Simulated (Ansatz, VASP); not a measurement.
# One calculation of ZnO, two programs

```xyz
2
Lattice="0.0000 2.1338 2.1792 2.1338 0.0000 2.1792 2.1338 2.1338 0.0000" Properties=species:S:1:pos:R:3 pbc="T T T"
Zn    0.0000    0.0000    0.0000
O     2.1338    2.1338    2.1792
```

Change from the starting cell: uniaxial_z strain +2.1%.

Alike in both runs: task single point; functional PBE; k mesh 10 × 10 × 10; occupations fermi-dirac, width 0.02 eV; no spin polarisation.

```csv
,VASP,Ansatz
version,VASP 6.6.1,Ansatz 0.2.0
potentials or method,"VASP PAW PBE potentials, release 64 (Zn, O)","plane waves, PAW"
plane-wave cutoff (eV),520,420
valence electrons in the cell,18,18
```

```tsv
	VASP	Ansatz	Ansatz less VASP
gap on the k mesh at the Fermi level (eV)	0.76	0.80	+0.032
pressure (GPa)	5.1	4.0	-1.06
largest component of the traceless stress (GPa)	1.50	1.35	-0.149
```

A k mesh can miss the band edges.
